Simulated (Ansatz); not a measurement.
**SnO: all-electron results**

```xyz
2
Lattice="0.0000 2.7376 2.7376 2.7376 0.0000 2.7376 2.7376 2.7376 0.0000" Properties=species:S:1:pos:R:3 pbc="T T T"
Sn    0.0000    0.0000    0.0000
O     1.3688    1.3688    1.3688
```

Atoms are numbered in the order listed.

The structure comes from a relaxation in the same program, started in the zincblende type, and has space group F-43m. Whether it is a known phase or the ground state wasn't checked.

No spin–orbit coupling, which matters for the heavy atoms here.

Levels of theory: DFT, PBE, all-electron LAPW, scalar-relativistic (Ansatz 0.2.0); DFT, PBE, PAW with Ansatz's default frozen-core files, scalar-relativistic (Ansatz 0.2.0).

For LAPW: a Γ-centred 12×12×12 k mesh, Fermi–Dirac smearing of 0.08 eV, basis error target 1 meV/atom, no spin polarisation. PAW takes a cutoff of 420 eV at this cell. The Ansatz runs share mesh, smearing and spin set-up. Values come from LAPW unless marked.

| Property | Result |
| --- | --- |
| Band gap | none at this level of theory (metallic, semimetallic, or a small gap that the functional closes) |
| Volume per atom | 20.52 Å³ |
| Pressure at this cell | 0.03 GPa |

Q: Predict this quantity. Löwdin charges (with 0.06 e of the cell spilling out of the atomic basis, so their sizes and signs hang on that basis).

A: Sn1 0.77, O2 -0.70 e.

Q: Predict this quantity. Density of states at the Fermi level (0.2 eV bin).

A: 0.23 states/eV per cell.

Q: Bader charges (from the PAW run): what does the calculation give?

A: Sn1 +1.23, O2 -1.23 e.
